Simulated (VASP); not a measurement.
# Zr (P6_3/mmc) in VASP: notebook

One crystal, Zr, is run at these levels: LDA, PBEsol; tasks: relaxation of cell and atoms.

Program: VASP 6.6.1. These are calculated values, not measurements. Logs are shortened: lines on timing, memory, paths and dates and some standing lists are left out, and cuts for length are marked.

## (1) The structure

The structure is hexagonal, space group P6_3/mmc (No. 194). The conventional cell has a = 3.232 Å, b = 3.232 Å, c = 5.147 Å, α = 90.00°, β = 90.00°, γ = 120.00°. Zr (site symmetry -6m2) is surrounded by 12 Zr at 3.18 to 3.23 Å.

## (2) Relaxation of cell and atoms, LDA

Contents of INCAR:

```
SYSTEM = Zr
PREC = Accurate
ENCUT = 600
EDIFF = 1E-6
ISMEAR = 1
SIGMA = 0.1
LREAL = .False.
LASPH = .True.
NELM = 80
ALGO = Normal
ISIF = 3
LWAVE = .False.
LCHARG = .False.
IBRION = 2
NSW = 90
EDIFFG = -0.01
```

Contents of KPOINTS:

```
Automatic mesh
0
Gamma
  15 15 9
  0 0 0
```

Contents of POSCAR:

```
Zr
1.0
    3.2320000000      0.0000000000      0.0000000000
   -1.6160000000      2.7989941050      0.0000000000
    0.0000000000      0.0000000000      5.1470000000
Zr
2
Direct
    0.3333333333      0.6666666667      0.2500000000
    0.6666666667      0.3333333333      0.7500000000
```

Potentials or basis: VASP PAW LDA potentials, release 64 (Zr_sv).

Command:

```bash
$ cat potpaw_LDA.64/Zr_sv/POTCAR > POTCAR
$ mpirun -np 1 vasp_std > vasp.out
```

OUTCAR:

```text
SYSTEM = Zr
   PREC = Accurate
   ENCUT = 600
   EDIFF = 1E-6
   ISMEAR = 1
   LREAL = .False.
   LASPH = .True.
   NELM = 80
   ISIF = 3
   IBRION = 2
   NSW = 90
   EDIFFG = -0.01

 ion  position               nearest neighbor table
   1  0.333  0.667  0.250-   2 3.18   2 3.18   2 3.18   2 3.18   2 3.18   2 3.18
   2  0.667  0.333  0.750-   1 3.18   1 3.18   1 3.18   1 3.18   1 3.18   1 3.18

  LATTYP: Found a hexagonal cell.
 ALAT       =     3.2320000000
 C/A-ratio  =     1.5925123762

  Lattice vectors:

 A1 = (   3.2320000000,   0.0000000000,   0.0000000000)
 A2 = (  -1.6160000000,   2.7989941050,   0.0000000000)
 A3 = (   0.0000000000,   0.0000000000,   5.1470000000)

Analysis of symmetry for initial positions (statically):
=====================================================================
 Subroutine PRICEL returns:
 Original cell was already a primitive cell.

 Routine SETGRP: Setting up the symmetry group for a
 hexagonal supercell.

 Subroutine GETGRP returns: Found 24 space group operations
 (whereof 12 operations were pure point group operations)
 out of a pool of 24 trial point group operations.

The static configuration has the point symmetry D_3d.
 The point group associated with its full space group is D_6h.

Analysis of symmetry for dynamics (positions and initial velocities):
=====================================================================
 Subroutine PRICEL returns:
 Original cell was already a primitive cell.

 Routine SETGRP: Setting up the symmetry group for a
 hexagonal supercell.

 Subroutine GETGRP returns: Found 24 space group operations
 (whereof 12 operations were pure point group operations)
 out of a pool of 24 trial point group operations.

The dynamic configuration has the point symmetry D_3d.
 The point group associated with its full space group is D_6h.

 Subroutine INISYM returns: Found 24 space group operations
 (whereof 12 operations are pure point group operations),
 and found     1 'primitive' translations

----------------------------------------------------------------------------------------

                                     Primitive cell

  volume of cell :      46.5616

  direct lattice vectors                    reciprocal lattice vectors
     3.232000000  0.000000000  0.000000000     0.309405941  0.178635603  0.000000000
    -1.616000000  2.798994105  0.000000000     0.000000000  0.357271206  0.000000000
     0.000000000  0.000000000  5.147000000     0.000000000  0.000000000  0.194287935

  length of vectors
     3.232000000  3.232000000  5.147000000     0.357271206  0.357271206  0.194287935

  position of ions in fractional coordinates (direct lattice)
     0.333333333  0.666666667  0.250000000
     0.666666667  0.333333333  0.750000000

  ion indices of the primitive-cell ions
   primitive index   ion index
                 1           1
                 2           2

----------------------------------------------------------------------------------------

 KPOINTS: Automatic mesh

Automatic generation of k-mesh.
 Grid dimensions read from file:
 generate k-points for:   15   15    9

 Generating k-lattice:

  Cartesian coordinates                     Fractional coordinates (reciprocal lattice)
     0.020627063  0.011909040  0.000000000     0.066666667  0.000000000  0.000000000
     0.000000000  0.023818080  0.000000000     0.000000000  0.066666667  0.000000000
     0.000000000  0.000000000  0.021587548     0.000000000  0.000000000  0.111111111

  Length of vectors
     0.023818080  0.023818080  0.021587548

  Shift w.r.t. Gamma in fractional coordinates (k-lattice)
     0.000000000  0.000000000  0.000000000

 Subroutine IBZKPT returns following result:
 ===========================================

 Found    135 irreducible k-points:

 Following reciprocal coordinates:
            Coordinates               Weight
  0.000000  0.000000  0.000000      1.000000
  0.066667 -0.000000  0.000000      6.000000
  0.133333 -0.000000  0.000000      6.000000
  0.200000 -0.000000  0.000000      6.000000
  0.266667 -0.000000  0.000000      6.000000
  0.333333  0.000000  0.000000      6.000000
[... 16 lines left out ...]
  0.333333  0.200000  0.000000     12.000000
  0.400000  0.200000  0.000000      6.000000
 [... further k-points ...]
   k-points           NKPTS =    135   k-points in BZ     NKDIM =    135   number of bands    NBANDS=     16
   number of dos      NEDOS =    301   number of ions     NIONS =      2
   total plane-waves  NPLWV =  32928
   dimension x,y,z NGX =    28 NGY =   28 NGZ =   42
   dimension x,y,z NGXF=    56 NGYF=   56 NGZF=   84
   ions per type =               2
   NGX,Y,Z   is equivalent  to a cutoff of  14.40, 14.40, 13.57 a.u.
   NGXF,Y,Z  is equivalent  to a cutoff of  28.80, 28.80, 27.13 a.u.
 SYSTEM =  Zr
   PREC   = accura    normal or accurate (medium, high low for compatibility)
   ISTART =      0    job   : 0-new  1-cont  2-samecut
   ICHARG =      2    charge: 1-file 2-atom 10-const
   ISPIN  =      1    spin polarized calculation?
   LNONCOLLINEAR =      F non collinear calculations
   LSORBIT =      F    spin-orbit coupling
   LASPH  =      T    aspherical Exc in radial PAW
   ENCUT  =  600.0 eV  44.10 Ry    6.64 a.u.   6.46  6.46 10.28*2*pi/ulx,y,z
   NELM   =     80;   NELMIN=  2; NELMDL= -5     # of ELM steps
   EDIFF  = 0.1E-05   stopping-criterion for ELM
   LREAL  =      F    real-space projection
   EDIFFG = -.1E-01   stopping-criterion for IOM
   NSW    =     90    number of steps for IOM
   IBRION =      2    ionic relax: 0-MD 1-quasi-New 2-CG
   NFREE  =      1    steps in history (QN), initial steepest desc. (CG)
   ISIF   =      3    stress and relaxation
   ISYM   =      2    0-nonsym 1-usesym 2-fastsym
   POTIM  = 0.5000    time-step for ionic-motion
   TEBEG  =    0.0;   TEEND  =   0.0 temperature during run
   PSTRESS=    0.0 pullay stress
   NELECT =      24.0000    total number of electrons
   NUPDOWN=      -1.0000    fix difference up-down
   EMIN   =  10.00;   EMAX   =-10.00  energy-range for DOS
   EFERMI =   0.00;   METHOD = LEGACY
   ISMEAR =     1;   SIGMA  =   0.10  broadening in eV -4-tet -1-fermi 0-gaus
   EFERMI_NEDOS =   21; number of points for ismear=-14 and -15
   IALGO  =     38    algorithm
   IMIX   =      4    mixing-type and parameters
     AMIX     =   0.40;   BMIX     =  1.00
     AMIX_MAG =   1.60;   BMIX_MAG =  1.00
  volume/ion in A,a.u.               =      23.28       157.11
  Fermi-wavevector in a.u.,A,eV,Ry     =   1.312611  2.480475 23.442130  1.722948
  Thomas-Fermi vector in A             =   2.442991
   LORBIT       =      0    0 simple, 1 ext, 2 COOP (PROOUT), +10 PAW based schemes
   GGA     = CA    functional components
   LHFCALC =     F    Hartree Fock is set to
   AEXX    =    0.0000 exact exchange contribution
   IVDW    =     0    specifies the selected vdW correction
   LEPSILON=     F    determine dielectric tensor
   LRPA    =     F    only Hartree local field effects (RPA)
 conjugate gradient relaxation of ions
 non-spin polarized calculation
 Methfessel and Paxton  Order N= 1 SIGMA  =   0.10
  energy-cutoff  :      600.00
  volume of cell :       46.56
 maximum number of plane-waves:      1573
 NGX is ok and might be reduce to    28
   NGX = 13   NGY = 13   NGZ = 21

--------------------------------------- Ionic step        1  -------------------------------------------

 number of electron      24.0000000 magnetization

 Free energy of the ion-electron system (eV)
  ---------------------------------------------------
  ext. energy  EPLUGINS =         0.00000000
  ---------------------------------------------------
  free energy    TOTEN  =       -18.52768907 eV

  energy without entropy =      -18.52970215  energy(sigma->0) =      -18.52836009

------------------------ aborting loop because EDIFF is reached ----------------------------------------

  FORCE on cell =-STRESS in cart. coord.  units (eV):
  Direction    XX          YY          ZZ          XY          YZ          ZX
  --------------------------------------------------------------------------------------
  -------------------------------------------------------------------------------------
  Total       -1.7838156     -1.7838156     -1.6287802      0.0000000      0.0000000      0.0000000
  in kB      -61.3808703    -61.3808703    -56.0461219      0.0000000      0.0000000      0.0000000
  external PRESSURE =     -59.6026209 kB  Pullay stress =       0.0000000 kB
[... 21 lines left out ...]
  energy  without entropy=      -18.5297021458  energy(sigma->0) =      -18.52836009

--------------------------------------- Ionic step        2  -------------------------------------------

 number of electron      24.0000000 magnetization

 E-fermi :  10.3184     XC(G=0): -11.8902

 val. band max:       10.3165954181   @ k =   0.1333  -0.0000   0.2222
 cond. band min:      10.3230222754   @ k =   0.2000   0.2000   0.4444
 fundamental gap:      0.0064268573
 Fermi energy:        10.3184428520

 k-point     1 :       0.0000    0.0000    0.0000
  band No.  band energies     occupation
      1     -38.0648      2.00000
      2     -37.8018      2.00000
      3     -16.9959      2.00000
      4     -15.6922      2.00000
      5     -15.6922      2.00000
      6     -15.4867      2.00000
[... 8 lines left out ...]
     15      11.9480     -0.00000
     16      12.0964     -0.00000
[... 420 lines left out ...]
  band No.  band energies     occupation
      1     -37.8004      2.00000
      2     -37.7470      2.00000
      3     -16.6573      2.00000
      4     -16.4042      2.00000
      5     -16.2395      2.00000
      6     -16.2122      2.00000
[... 8 lines left out ...]
     15      12.1272     -0.00000
     16      15.1043      0.00000

 [... further k-points ...]

------------------------ aborting loop because EDIFF is reached ----------------------------------------

  FORCE on cell =-STRESS in cart. coord.  units (eV):
  Direction    XX          YY          ZZ          XY          YZ          ZX
  --------------------------------------------------------------------------------------
  -------------------------------------------------------------------------------------
  Total        1.7291044      1.7291044      2.2872546      0.0000000      0.0000000      0.0000000
  in kB       67.6258562     67.6258562     89.4552981      0.0000000      0.0000000      0.0000000
  external PRESSURE =      74.9023368 kB  Pullay stress =       0.0000000 kB
[... 129 lines left out ...]
  energy  without entropy=      -18.5849382530  energy(sigma->0) =      -18.58427465

--------------------------------------- Ionic step        6  -------------------------------------------

 number of electron      24.0000000 magnetization

 Free energy of the ion-electron system (eV)
  ---------------------------------------------------
  ext. energy  EPLUGINS =         0.00000000
  ---------------------------------------------------
  free energy    TOTEN  =       -18.58423630 eV

  energy without entropy =      -18.58514955  energy(sigma->0) =      -18.58454071

 E-fermi :   9.5426     XC(G=0): -11.5905

 val. band max:        9.5334902567   @ k =   0.4000   0.2000   0.2222
 cond. band min:       9.5439611104   @ k =   0.1333  -0.0000   0.1111
 fundamental gap:      0.0104708537
 Fermi energy:         9.5426194548

 k-point     1 :       0.0000    0.0000    0.0000
  band No.  band energies     occupation
      1     -38.9208      2.00000
      2     -38.7251      2.00000
      3     -17.7033      2.00000
      4     -16.6238      2.00000
      5     -16.6238      2.00000
      6     -16.4837      2.00000
[... 8 lines left out ...]
     15      11.1075     -0.00000
     16      11.1075     -0.00000
[... 420 lines left out ...]
  band No.  band energies     occupation
      1     -38.7143      2.00000
      2     -38.6746      2.00000
      3     -17.4352      2.00000
      4     -17.2368      2.00000
      5     -17.0846      2.00000
      6     -17.0606      2.00000
[... 8 lines left out ...]
     15      11.1848     -0.00000
     16      13.9722      0.00000

 [... further k-points ...]

------------------------ aborting loop because EDIFF is reached ----------------------------------------

  FORCE on cell =-STRESS in cart. coord.  units (eV):
  Direction    XX          YY          ZZ          XY          YZ          ZX
  --------------------------------------------------------------------------------------
  -------------------------------------------------------------------------------------
  Total        0.0060170      0.0060170      0.0116450      0.0000000     -0.0000000      0.0000000
  in kB        0.2207790      0.2207790      0.4272855      0.0000000     -0.0000000      0.0000000
  external PRESSURE =       0.2896145 kB  Pullay stress =       0.0000000 kB
[... 17 lines left out ...]
  FREE ENERGIE OF THE ION-ELECTRON SYSTEM (eV)
  ---------------------------------------------------
  free  energy   TOTEN  =       -18.5842362972 eV

  energy  without entropy=      -18.5851495470  energy(sigma->0) =      -18.58454071

 reached required accuracy - stopping structural energy minimisation
```

Wall time 4 min (1 thread of AMD EPYC 9R45 (Zen 5), shared host); peak memory 0.21 GiB.

What came out:

* Free energy: -18.5842 eV
* Relaxed volume: 21.83 Å³/atom
* Relaxed cell: a = 3.148 Å, b = 3.148 Å, c = 5.087 Å, α = 90.00°, β = 90.00°, γ = 120.00°
* Space group after relaxing (to 0.05 Å): P6_3/mmc (No. 194)
* Energy gained by relaxing: 28.3 meV/atom
* Ionic steps: 6
* Pressure after relaxing: 0.0 GPa
* Band gap on the k mesh: none (metal or under the smearing width)

Step by step:
| step | energy change (eV) | largest force (eV/Å) | pressure (GPa) | volume (Å³) |
| --- | --- | --- | --- | --- |
| 1 | 0.0000 | 0.0000 | -5.96 | 46.56 |
| 2 | 0.0065 | 0.0000 | 7.49 | 40.97 |
| 3 | -0.0552 | 0.0000 | -0.04 | 43.76 |
| 4 | -0.0552 | 0.0000 | 0.08 | 43.70 |
| 5 | -0.0563 | 0.0000 | 0.05 | 43.68 |
| 6 | -0.0565 | 0.0000 | 0.03 | 43.66 |

Final structure:
```
Zr
1.0
     3.14813    0.00000    0.00000
    -1.57407    2.72636    0.00000
     0.00000    0.00000    5.08740
Zr
2
Cartesian
  0.0000 1.8176 1.2719
  1.5741 0.9088 3.8156
```

Levels at points of the mesh, in eV from the Fermi level:
```tsv
k point	band 8	band 9	band 10	band 11	band 12	band 13	band 14	band 15	band 16
(0.00, 0.00, 0.00)	-26.00	-5.75	-3.23	0.85	0.85	0.86	1.38	1.56	1.56
```

LDA usually gives volumes a few per cent too small. Zero-point motion and thermal expansion aren't in these numbers.

## (3) Relaxation of cell and atoms, LDA

This run uses another cell than the first one, of 21.83 Å³/atom, 0.938 times its volume.

Edit INCAR of step 2 so:

```diff
@@ -3,3 +3,3 @@
 ENCUT = 600
-EDIFF = 1E-6
+EDIFF = 1E-7
 ISMEAR = 1
@@ -15,2 +15,2 @@
 NSW = 90
-EDIFFG = -0.01
+EDIFFG = -0.005
```

KPOINTS is that of step 2.

Contents of POSCAR:

```
Zr                                      
1.0
    3.1481338317      0.0000000000      0.0000000000
   -1.5740669158      2.7263638727      0.0000000000
    0.0000000000     -0.0000000000      5.0874021476
  Zr            
     2
Direct
     0.3333333332999970    0.6666666667000030    0.2500000000000000
     0.6666666667000030    0.3333333332999970    0.7500000000000000
```

Potentials or basis: VASP PAW LDA potentials, release 64 (Zr_sv).

Command:

```bash
$ cat potpaw_LDA.64/Zr_sv/POTCAR > POTCAR
$ mpirun -np 1 vasp_std > vasp.out
```

Wall time 90 s (1 thread of AMD EPYC 9R45 (Zen 5), shared host); peak memory 0.2 GiB.

Results (log left out):

```
Free energy                            : -18.5833 eV
Relaxed volume                         : 21.84 Å³/atom
Relaxed cell                           : a = 3.148 Å, b = 3.148 Å, c = 5.089 Å, α = 90.00°, β = 90.00°, γ = 120.00°
Space group after relaxing (to 0.05 Å) : P6_3/mmc (No. 194)
Energy gained by relaxing              : 0.0 meV/atom
Ionic steps                            : 2
Pressure after relaxing                : 0.0 GPa
Band gap on the k mesh                 : none (metal or under the smearing width)
```

Final structure:
```xyz
2
Lattice="3.1483 0.0000 0.0000 -1.5741 2.7265 0.0000 0.0000 0.0000 5.0889" Properties=species:S:1:pos:R:3 pbc="T T T"
Zr    0.0000    1.8177    1.2722
Zr    1.5741    0.9088    3.8167
```

Levels at points of the mesh, in eV from the Fermi level:
```tsv
k point	band 10	band 11	band 12	band 13	band 14	band 15
(0.00, 0.00, 0.00)	-3.23	0.85	0.85	0.86	1.38	1.56
```

## (4) Relaxation of cell and atoms, PBEsol

Contents of INCAR:

```
SYSTEM = Zr
ALGO     = Normal         ! electronic algorithm
EDIFF    = 1E-6           ! SCF threshold, eV
EDIFFG   = -0.01          ! ionic threshold
ENCUT    = 600            ! plane-wave cutoff, eV
GGA      = PS             ! functional
IBRION   = 2              ! ionic algorithm
ISIF     = 3              ! what is computed and relaxed
ISMEAR   = 1              ! smearing method
LASPH    = .TRUE.         ! aspherical terms in the spheres
LCHARG   = .FALSE.        ! write CHGCAR
LREAL    = .FALSE.        ! projectors in reciprocal space
LWAVE    = .FALSE.        ! write WAVECAR
NELM     = 80             ! most SCF steps
NSW      = 90             ! ionic steps
PREC     = Accurate       ! precision mode
SIGMA    = 0.1            ! smearing width, eV
```

Contents of KPOINTS:

```
k-points
0
G
  15 15 9
  0 0 0
```

Contents of POSCAR:

```
Zr
1.0
    3.2320000000      0.0000000000      0.0000000000
   -1.6160000000      2.7989941050      0.0000000000
    0.0000000000      0.0000000000      5.1470000000
Zr
2
Direct
    0.3333333333      0.6666666667      0.2500000000
    0.6666666667      0.3333333333      0.7500000000
```

Potentials or basis: VASP PAW PBE potentials, release 64 (Zr_sv).

Command:

```bash
$ cat potpaw_PBE.64/Zr_sv/POTCAR > POTCAR
$ mpirun -np 1 vasp_std > vasp.out
```

It took 3.8 min on 1 thread of Intel Xeon Platinum 8488C (Sapphire Rapids), shared host; peak memory 0.26 GiB.

It converged, with:

| Item | Value |
| --- | --- |
| Free energy | -18.1649 eV |
| Relaxed volume | 22.49 Å³/atom |
| Relaxed cell | a = 3.186 Å, b = 3.186 Å, c = 5.115 Å, α = 90.00°, β = 90.00°, γ = 120.00° |
| Space group after relaxing (to 0.05 Å) | P6_3/mmc (No. 194) |
| Energy gained by relaxing | 8.2 meV/atom |
| Ionic steps | 7 |
| Pressure after relaxing | 0.0 GPa |
| Band gap on the k mesh | none (metal or under the smearing width) |

Step by step:
| step | energy change (eV) | largest force (eV/Å) | pressure (GPa) | volume (Å³) |
| --- | --- | --- | --- | --- |
| 1 | 0.0000 | 0.0000 | -3.21 | 46.56 |
| 2 | 0.0009 | 0.0000 | 3.67 | 43.49 |
| 3 | -0.0160 | 0.0000 | 0.00 | 45.02 |
| 4 | -0.0160 | 0.0000 | 0.06 | 44.99 |
| 5 | -0.0163 | 0.0000 | 0.04 | 44.98 |
| 6 | -0.0163 | 0.0000 | 0.05 | 44.97 |
| 7 | -0.0163 | 0.0000 | 0.05 | 44.97 |

Final structure:
```cif
data_structure
_symmetry_space_group_name_H-M 'P 1'
_symmetry_Int_Tables_number 1
_cell_length_a 3.1864
_cell_length_b 3.1864
_cell_length_c 5.1148
_cell_angle_alpha 90.000
_cell_angle_beta 90.000
_cell_angle_gamma 120.000
_cell_volume 44.97
loop_
_atom_site_label
_atom_site_type_symbol
_atom_site_fract_x
_atom_site_fract_y
_atom_site_fract_z
_atom_site_occupancy
Zr1 Zr 0.33333 0.66667 0.25000 1
Zr2 Zr 0.66667 0.33333 0.75000 1
```

Levels at points of the mesh, in eV from the Fermi level:
| k point | band 10 | band 11 | band 12 | band 13 | band 14 | band 15 |
| --- | --- | --- | --- | --- | --- | --- |
| (0.00, 0.00, 0.00) | -3.16 | 0.85 | 0.85 | 0.93 | 1.23 | 1.56 |

Caveat: the PAW data sets were made with another functional, which shifts forces and pressure a little.
